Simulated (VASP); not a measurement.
# CdTe (F-43m) in VASP: a series of runs, part 2 of 2

VASP 6.6.1. The steps go on from the part before.

### Step 3. Single point, PBE, spin-orbit coupling, no magnetisation

INCAR

```
SYSTEM = CdTe
PREC = Accurate
ENCUT = 400
EDIFF = 1E-7
ISMEAR = 0
SIGMA = 0.2
LREAL = .False.
LASPH = .True.
NELM = 100
ALGO = Normal
ISIF = 2
LWAVE = .False.
LCHARG = .False.
MAGMOM = 0 0 0 0 0 0
LORBIT = 11
LSORBIT = .True.
GGA_COMPAT = .False.
GGA = PE
NBANDS = 34
```

KPOINTS

```
regular mesh
0
Gamma
  6 6 6
  0 0 0
```

POSCAR

```
CdTe
1.0
    0.0000000000      3.2050000000      3.2050000000
    3.2050000000      0.0000000000      3.2050000000
    3.2050000000      3.2050000000      0.0000000000
Te Cd
1 1
Direct
    0.7500000000      0.7500000000      0.7500000000
    0.0000000000      0.0000000000      0.0000000000
```

Potentials or basis: VASP PAW PBE potentials, release 64 (Te, Cd).

Launch:

```
> cat potpaw_PBE.64/Te/POTCAR potpaw_PBE.64/Cd/POTCAR > POTCAR
> mpirun -np 1 vasp_ncl > vasp.out
```

OUTCAR:

```text
SYSTEM = CdTe
   PREC = Accurate
   ENCUT = 400
   EDIFF = 1E-7
   ISMEAR = 0
   LREAL = .False.
   LASPH = .True.
   NELM = 100
   ISIF = 2
   LORBIT = 11
   LSORBIT = .True.
   GGA = PE

 Found     22 irreducible k-points:

 Following reciprocal coordinates:
            Coordinates               Weight
  0.000000  0.000000  0.000000      1.000000
  0.166667  0.000000  0.000000      4.000000
 -0.166667  0.000000  0.000000      4.000000
  0.333333  0.000000  0.000000      4.000000
 -0.333333  0.000000  0.000000      4.000000
  0.500000  0.000000  0.000000      4.000000
   k-points           NKPTS =     22   k-points in BZ     NKDIM =     22   number of bands    NBANDS=     34
   number of dos      NEDOS =    301   number of ions     NIONS =      2
   total plane-waves  NPLWV =  27000
   dimension x,y,z NGX =    30 NGY =   30 NGZ =   30
   dimension x,y,z NGXF=    60 NGYF=   60 NGZF=   60
   ions per type =               1   1
   NGX,Y,Z   is equivalent  to a cutoff of  11.00, 11.00, 11.00 a.u.
   NGXF,Y,Z  is equivalent  to a cutoff of  22.01, 22.01, 22.01 a.u.
 SYSTEM =  CdTe
   PREC   = accura    normal or accurate (medium, high low for compatibility)
   ISTART =      0    job   : 0-new  1-cont  2-samecut
   ICHARG =      2    charge: 1-file 2-atom 10-const
   ISPIN  =      1    spin polarized calculation?
   LNONCOLLINEAR =      T non collinear calculations
   LSORBIT =      T    spin-orbit coupling
   LASPH  =      T    aspherical Exc in radial PAW
   ENCUT  =  400.0 eV  29.40 Ry    5.42 a.u.   7.39  7.39  7.39*2*pi/ulx,y,z
   NELM   =    100;   NELMIN=  2; NELMDL= -5     # of ELM steps
   EDIFF  = 0.1E-06   stopping-criterion for ELM
   LREAL  =      F    real-space projection
   EDIFFG = 0.1E-05   stopping-criterion for IOM
   NSW    =      0    number of steps for IOM
   IBRION =     -1    ionic relax: 0-MD 1-quasi-New 2-CG
   NFREE  =      0    steps in history (QN), initial steepest desc. (CG)
   ISIF   =      2    stress and relaxation
   ISYM   =      2    0-nonsym 1-usesym 2-fastsym
   POTIM  = 0.5000    time-step for ionic-motion
   TEBEG  =    0.0;   TEEND  =   0.0 temperature during run
   PSTRESS=    0.0 pullay stress
   NELECT =      18.0000    total number of electrons
   NUPDOWN=      -1.0000    fix difference up-down
   EMIN   =  10.00;   EMAX   =-10.00  energy-range for DOS
   EFERMI =   0.00;   METHOD = LEGACY
   ISMEAR =     0;   SIGMA  =   0.20  broadening in eV -4-tet -1-fermi 0-gaus
   EFERMI_NEDOS =   21; number of points for ismear=-14 and -15
   IALGO  =     38    algorithm
   IMIX   =      4    mixing-type and parameters
     AMIX     =   0.40;   BMIX     =  1.00
     AMIX_MAG =   1.60;   BMIX_MAG =  1.00
  volume/ion in A,a.u.               =      32.92       222.17
  Fermi-wavevector in a.u.,A,eV,Ry     =   1.062497  2.007828 15.359610  1.128899
  Thomas-Fermi vector in A             =   2.197950
   LORBIT       =     11    0 simple, 1 ext, 2 COOP (PROOUT), +10 PAW based schemes
   GGA     = PE    functional components
   LHFCALC =     F    Hartree Fock is set to
   AEXX    =    0.0000 exact exchange contribution
   IVDW    =     0    specifies the selected vdW correction
   LEPSILON=     F    determine dielectric tensor
   LRPA    =     F    only Hartree local field effects (RPA)
 Gauss-broadening in eV      SIGMA  =   0.20
  energy-cutoff  :      400.00
  volume of cell :       65.84
 maximum number of plane-waves:      2486
 NGX is ok and might be reduce to    30
   NGX = 15   NGY = 15   NGZ = 15

 number of electron      18.0000011 magnetization       0.0000000      0.0000000      0.0000000

 number of electron      18.0000011 magnetization      -0.0000000     -0.0000000     -0.0000000
[... 18 lines left out ...]
 fundamental gap:      0.5992894006
 Fermi energy:         3.2514958414

 k-point     1 :       0.0000    0.0000    0.0000
  band No.  band energies     occupation
      1      -8.7035      1.00000
      2      -8.7035      1.00000
      3      -6.0545      1.00000
      4      -6.0545      1.00000
      5      -6.0545      1.00000
      6      -6.0545      1.00000
[... 187 lines left out ...]
     29      12.9504      0.00000
     30      12.9504      0.00000

 [... further k-points ...]

 [bands above 30 left out]

------------------------ aborting loop because EDIFF is reached ----------------------------------------

  FORCE on cell =-STRESS in cart. coord.  units (eV):
  Direction    XX          YY          ZZ          XY          YZ          ZX
  --------------------------------------------------------------------------------------
  -------------------------------------------------------------------------------------
  Total        1.6964140      1.6964140      1.6964140     -0.0000000      0.0000000     -0.0000000
  in kB       41.2789206     41.2789206     41.2789206     -0.0000000      0.0000000     -0.0000000
  external PRESSURE =      41.2789206 kB  Pullay stress =       0.0000000 kB

 VOLUME and BASIS-vectors are now :
 -----------------------------------------------------------------------------
  energy-cutoff  :      400.00
  volume of cell :       65.84
      direct lattice vectors                 reciprocal lattice vectors
     0.000000000  3.205000000  3.205000000    -0.156006240  0.156006240  0.156006240
     3.205000000  0.000000000  3.205000000     0.156006240 -0.156006240  0.156006240
     3.205000000  3.205000000  0.000000000     0.156006240  0.156006240 -0.156006240

 POSITION                                       TOTAL-FORCE (eV/Angst)
 -----------------------------------------------------------------------------------
      4.80750      4.80750      4.80750         0.000000      0.000000      0.000000
      0.00000      0.00000      0.00000        -0.000000     -0.000000     -0.000000
 -----------------------------------------------------------------------------------
    total drift:                               -0.000000     -0.000000     -0.000000

  FREE ENERGIE OF THE ION-ELECTRON SYSTEM (eV)
  ---------------------------------------------------
  free  energy   TOTEN  =        -4.8444617330 eV

  energy  without entropy=       -4.8443054179  energy(sigma->0) =       -4.84438358

 Spin-Orbit-Coupling matrix elements

 Ion:    1  E_soc:     -0.1919687
 l=   1
     0.0000000    -0.0319137    -0.0319137
    -0.0319137     0.0000000    -0.0319137
    -0.0319137    -0.0319137     0.0000000
 l=   2
     0.0000000    -0.0000321     0.0000000    -0.0000321    -0.0000490
    -0.0000321     0.0000000    -0.0000368    -0.0000321    -0.0000123
     0.0000000    -0.0000368     0.0000000    -0.0000368     0.0000000
    -0.0000321    -0.0000321    -0.0000368     0.0000000    -0.0000123
    -0.0000490    -0.0000123     0.0000000    -0.0000123     0.0000000
 l=   3
     0.0000000     0.0000000     0.0000000     0.0000000     0.0000000     0.0000000     0.0000000
     0.0000000     0.0000000     0.0000000     0.0000000     0.0000000     0.0000000     0.0000000
     0.0000000     0.0000000     0.0000000     0.0000000     0.0000000     0.0000000     0.0000000
     0.0000000     0.0000000     0.0000000     0.0000000     0.0000000     0.0000000     0.0000000
     0.0000000     0.0000000     0.0000000     0.0000000     0.0000000     0.0000000     0.0000000
     0.0000000     0.0000000     0.0000000     0.0000000     0.0000000     0.0000000     0.0000000
     0.0000000     0.0000000     0.0000000     0.0000000     0.0000000     0.0000000     0.0000000

 Ion:    2  E_soc:     -0.0618541
 l=   1
     0.0000000    -0.0033163    -0.0033163
    -0.0033163     0.0000000    -0.0033163
    -0.0033163    -0.0033163     0.0000000
 l=   2
     0.0000000    -0.0014090     0.0000000    -0.0014090    -0.0055838
    -0.0014090     0.0000000    -0.0041878    -0.0014090    -0.0013959
     0.0000000    -0.0041878     0.0000000    -0.0041878     0.0000000
    -0.0014090    -0.0014090    -0.0041878     0.0000000    -0.0013959
    -0.0055838    -0.0013959     0.0000000    -0.0013959     0.0000000
 l=   3
     0.0000000     0.0000000     0.0000000     0.0000000     0.0000000     0.0000000     0.0000000
     0.0000000     0.0000000     0.0000000     0.0000000     0.0000000     0.0000000     0.0000000
     0.0000000     0.0000000     0.0000000     0.0000000     0.0000000     0.0000000     0.0000000
     0.0000000     0.0000000     0.0000000     0.0000000     0.0000000     0.0000000     0.0000000
     0.0000000     0.0000000     0.0000000     0.0000000     0.0000000     0.0000000     0.0000000
     0.0000000     0.0000000     0.0000000     0.0000000     0.0000000     0.0000000     0.0000000
     0.0000000     0.0000000     0.0000000     0.0000000     0.0000000     0.0000000     0.0000000

 total charge

# of ion       s       p       d       tot
------------------------------------------
    1        1.349   2.080   0.024   3.453
    2        0.477   0.338   9.527  10.342
--------------------------------------------------
tot          1.825   2.419   9.551  13.795

 magnetization (x)

# of ion       s       p       d       tot
------------------------------------------
    1        0.000   0.000  -0.000   0.000
    2       -0.000  -0.000   0.000  -0.000
--------------------------------------------------
tot         -0.000  -0.000  -0.000  -0.000

 magnetization (y)

# of ion       s       p       d       tot
------------------------------------------
    1        0.000   0.000  -0.000   0.000
    2        0.000   0.000   0.000   0.000
--------------------------------------------------
tot          0.000   0.000  -0.000   0.000

 magnetization (z)

# of ion       s       p       d       tot
------------------------------------------
    1       -0.000   0.000  -0.000  -0.000
    2        0.000  -0.000   0.000   0.000
--------------------------------------------------
tot          0.000  -0.000   0.000   0.000
```

OSZICAR:

```text
N       E                     dE             d eps       ncg     rms          rms(c)
DAV:   1     0.974029501655E+02    0.97403E+02   -0.69228E+03  1520   0.752E+02
DAV:   2    -0.791465399456E+00   -0.98194E+02   -0.94028E+02  1708   0.220E+02
DAV:   3    -0.502923522640E+01   -0.42378E+01   -0.42164E+01  1726   0.466E+01
DAV:   4    -0.507758749829E+01   -0.48352E-01   -0.48344E-01  1886   0.439E+00
DAV:   5    -0.507814156877E+01   -0.55407E-03   -0.55406E-03  1708   0.454E-01    0.668E+00
DAV:   6    -0.485867832050E+01    0.21946E+00   -0.30930E-01  1652   0.714E+00    0.516E+00
DAV:   7    -0.484320883317E+01    0.15469E-01   -0.12541E-01  1696   0.212E+00    0.249E+00
DAV:   8    -0.484414382830E+01   -0.93500E-03   -0.96416E-03  1602   0.859E-01    0.102E+00
DAV:   9    -0.484419777775E+01   -0.53949E-04   -0.50119E-04  1778   0.210E-01    0.353E-01
DAV:  10    -0.484441876548E+01   -0.22099E-03   -0.49852E-04  1626   0.175E-01    0.639E-02
DAV:  11    -0.484443872562E+01   -0.19960E-04   -0.29516E-05  1768   0.582E-02    0.260E-02
DAV:  12    -0.484445946444E+01   -0.20739E-04   -0.24263E-05  1592   0.260E-02    0.137E-02
DAV:  13    -0.484446141715E+01   -0.19527E-05   -0.95745E-07  1864   0.714E-03    0.615E-03
DAV:  14    -0.484446197344E+01   -0.55628E-06   -0.45597E-07  1608   0.332E-03    0.414E-03
DAV:  15    -0.484446168455E+01    0.28888E-06   -0.25916E-07  1490   0.277E-03    0.192E-03
DAV:  16    -0.484446173296E+01   -0.48406E-07   -0.15886E-08  1116   0.689E-04
   1 F= -.48444617E+01 E0= -.48443836E+01  d E =-.156315E-03  mag=     0.0000     0.0000     0.0000
```

stdout:

```text
POSCAR found type information on POSCAR TeCd
 POSCAR found :  2 types and       2 ions
 scaLAPACK will be used
 LDA part: xc-table for (Slater+PW92), standard interpolation
 POSCAR, INCAR and KPOINTS ok, starting setup
 FFT: planning ... GRIDC
 FFT: planning ... GRID_SOFT
 FFT: planning ... GRID
 WAVECAR not read
 entering main loop
```

Run time: 59 s. Hardware: 1 thread of Intel Xeon Platinum 8559C (Emerald Rapids), shared host; peak memory 0.3 GiB.

These settings aren't checked as converged: the numbers below hold their error.

Results:

```yaml
Free_energy: -4.8445 eV
Pressure: 4.1 GPa
Valence_electrons_inside_the_program's_atomic_spheres: Te 3.45; Cd 10.34
```

### Step 4. Single point, PBE, spin-orbit coupling, no magnetisation

INCAR: that of step 3 with these lines changed.

```diff
@@ -2,6 +2,6 @@
 PREC = Accurate
-ENCUT = 400
+ENCUT = 460
 EDIFF = 1E-7
 ISMEAR = 0
-SIGMA = 0.2
+SIGMA = 0.02
 LREAL = .False.
```

KPOINTS is that of step 3.

POSCAR is that of step 3.

Launch:

```
> cat potpaw_PBE.64/Te/POTCAR potpaw_PBE.64/Cd/POTCAR > POTCAR
> mpirun -np 1 vasp_ncl > vasp.out
```

Wall time 44 s (1 thread of Intel Xeon Platinum 8559C (Emerald Rapids), shared host); peak memory 0.32 GiB.

These settings aren't checked as converged: the numbers below hold their error.

What came out:

* Free energy: -4.8464 eV
* Pressure: 4.4 GPa
* Valence electrons inside the program's atomic spheres: Te 3.45; Cd 10.35

### Step 5. Single point, PBE, spin-orbit coupling, no magnetisation

INCAR: that of step 4 with these lines changed.

```diff
@@ -2,3 +2,3 @@
 PREC = Accurate
-ENCUT = 460
+ENCUT = 520
 EDIFF = 1E-7
```

KPOINTS is that of step 4.

POSCAR is that of step 4.

Potentials or basis: VASP PAW PBE potentials, release 64 (Te, Cd).

Launch:

```
> cat potpaw_PBE.64/Te/POTCAR potpaw_PBE.64/Cd/POTCAR > POTCAR
> mpirun -np 1 vasp_ncl > vasp.out
```

OUTCAR:

```text
SYSTEM = CdTe
   PREC = Accurate
   ENCUT = 520
   EDIFF = 1E-7
   ISMEAR = 0
   LREAL = .False.
   LASPH = .True.
   NELM = 100
   ISIF = 2
   LORBIT = 11
   LSORBIT = .True.
   GGA = PE

 Found     22 irreducible k-points:

 Following reciprocal coordinates:
            Coordinates               Weight
  0.000000  0.000000  0.000000      1.000000
  0.166667  0.000000  0.000000      4.000000
 -0.166667  0.000000  0.000000      4.000000
  0.333333  0.000000  0.000000      4.000000
 -0.333333  0.000000  0.000000      4.000000
[... 346 lines left out ...]
    -0.0014105    -0.0014105    -0.0041904     0.0000000    -0.0013968
    -0.0055873    -0.0013968     0.0000000    -0.0013968     0.0000000
 l=   3
     0.0000000     0.0000000     0.0000000     0.0000000     0.0000000     0.0000000     0.0000000
     0.0000000     0.0000000     0.0000000     0.0000000     0.0000000     0.0000000     0.0000000
     0.0000000     0.0000000     0.0000000     0.0000000     0.0000000     0.0000000     0.0000000
     0.0000000     0.0000000     0.0000000     0.0000000     0.0000000     0.0000000     0.0000000
     0.0000000     0.0000000     0.0000000     0.0000000     0.0000000     0.0000000     0.0000000
     0.0000000     0.0000000     0.0000000     0.0000000     0.0000000     0.0000000     0.0000000
     0.0000000     0.0000000     0.0000000     0.0000000     0.0000000     0.0000000     0.0000000

 total charge

# of ion       s       p       d       tot
------------------------------------------
    1        1.349   2.080   0.024   3.452
    2        0.476   0.338   9.530  10.345
--------------------------------------------------
tot          1.825   2.418   9.554  13.797

 magnetization (x)

# of ion       s       p       d       tot
------------------------------------------
    1        0.000   0.000  -0.000   0.000
    2        0.000   0.000  -0.000  -0.000
--------------------------------------------------
tot          0.000   0.000  -0.000  -0.000

 magnetization (y)

# of ion       s       p       d       tot
------------------------------------------
    1       -0.000   0.000  -0.000  -0.000
    2        0.000   0.000  -0.000  -0.000
--------------------------------------------------
tot         -0.000   0.000  -0.000  -0.000

 magnetization (z)

# of ion       s       p       d       tot
------------------------------------------
    1        0.000   0.000  -0.000   0.000
    2        0.000  -0.000  -0.000   0.000
--------------------------------------------------
tot          0.000  -0.000  -0.000   0.000
```

Wall time 87 s (1 thread of Intel Xeon Platinum 8559C (Emerald Rapids), shared host); peak memory 0.41 GiB.

These settings aren't checked as converged: the numbers below hold their error.

Results:

```
Free energy                                           : -4.8466 eV
Pressure                                              : 4.4 GPa
Valence electrons inside the program's atomic spheres : Te 3.45; Cd 10.35
```

### Step 6. Single point, PBE, spin-orbit coupling, no magnetisation

INCAR: that of step 5 with these lines changed.

```diff
@@ -2,3 +2,3 @@
 PREC = Accurate
-ENCUT = 520
+ENCUT = 650
 EDIFF = 1E-7
```

KPOINTS is that of step 5.

POSCAR is that of step 5.

Potentials or basis: VASP PAW PBE potentials, release 64 (Te, Cd).

Launch:

```
> cat potpaw_PBE.64/Te/POTCAR potpaw_PBE.64/Cd/POTCAR > POTCAR
> mpirun -np 1 vasp_ncl > vasp.out
```

Run time: 2.4 min. Hardware: 1 thread of Intel Xeon Platinum 8559C (Emerald Rapids), shared host; peak memory 0.51 GiB.

The run converged, but some of its settings lie outside the range that counts as converged, so its numbers aren't taken as properties of the crystal.

What came out:

```yaml
Free_energy: -4.8464 eV
Pressure: 4.4 GPa
Valence_electrons_inside_the_program's_atomic_spheres: Te 3.45; Cd 10.35
```

### Step 7. For comparison

An earlier run on the cell as given: functional PBEsol; potentials or basis VASP PAW PBE potentials, release 64 (Te, Cd); cutoff 520 eV; k mesh 7 × 7 × 7; occupations fermi-dirac, width 0.05 eV; no spin polarisation.

- Pressure: 1.9 GPa
- Band gap on the k mesh: 0.76 eV, direct
